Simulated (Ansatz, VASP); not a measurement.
# HfO2 in VASP and in Ansatz

The input INCAR:

```
  PREC = Accurate
  ENCUT = 520
  EDIFF = 1E-6
  ISMEAR = -1
  SIGMA = 0.02
  LREAL = F
  LASPH = T
  NELM = 80
  ALGO = Normal
  ISIF = 2
  LWAVE = F
  LCHARG = F
  GGA = PE
  NBANDS = 18
```

Contents of KPOINTS:

```
regular mesh
0
Gamma
  8 8 8
```

The input POSCAR:

```
HfO2
1.0
    0.0000000000      2.5291823194      2.5291823194
    2.5888710221      0.0000000000      2.5291823194
    2.5888710221      2.5291823194      0.0000000000
Hf O
1 2
Direct
    0.0000000000      0.0000000000      0.0000000000
    0.2500000000      0.2500000000      0.2500000000
    0.7500000000      0.7500000000      0.7500000000
```

Input for Ansatz:

```yaml
crystal:
  lattice:
    - [0.0, 2.5291823194, 2.5291823194]
    - [2.5888710221, 0.0, 2.5291823194]
    - [2.5888710221, 2.5291823194, 0.0]
  atoms:
    - { symbol: Hf, position: [0.0, 0.0, 0.0] }
    - { symbol: O, position: [0.25, 0.25, 0.25] }
    - { symbol: O, position: [0.75, 0.75, 0.75] }
kpoints:
  mp_grid: { grid: [8, 8, 8] }
  band_path:
    path:
      - [0.0, 0.0, 0.0]
      - [0.5, 0.0, 0.5]
      - [0.625, 0.25, 0.625]
      - [0.375, 0.375, 0.75]
      - [0.5, 0.5, 0.5]
      - [0.5, 0.25, 0.75]
    npoints: 1
hamiltonian:
  xc: pbe
scf:
  occupations: { method: fermi_dirac, width: 0.02 }
  n_extra_bands: 4
output:
  forces: true
  stress: true
  eigenvalues: true
```

Change from the starting cell: uniaxial_x strain +2.4%.

Alike in both runs: task single point; functional PBE; k mesh 8 × 8 × 8; occupations fermi-dirac, width 0.02 eV; no spin polarisation.

|  | VASP | Ansatz |
| --- | --- | --- |
| version | VASP 6.6.1 | Ansatz 0.2.0 |
| potentials or method | VASP PAW PBE potentials, release 64 (Hf_pv, O) | plane waves, PAW |
| plane-wave cutoff (eV) | 520 | 420 |
| valence electrons in the cell | 22 | 38 |

|  | VASP | Ansatz | Ansatz less VASP |
| --- | --- | --- | --- |
| gap on the k mesh at the Fermi level (eV) | 3.60 | 3.61 | +0.006 |
| pressure (GPa) | -3.6 | 0.0 | +3.62 |
| largest component of the traceless stress (GPa) | 7.16 | 7.03 | -0.130 |

The two sets of potentials don't hold the same shells in valence.

Caveats: spin-orbit coupling is left out, which moves the levels of the heavy elements. A k mesh can miss the band edges.
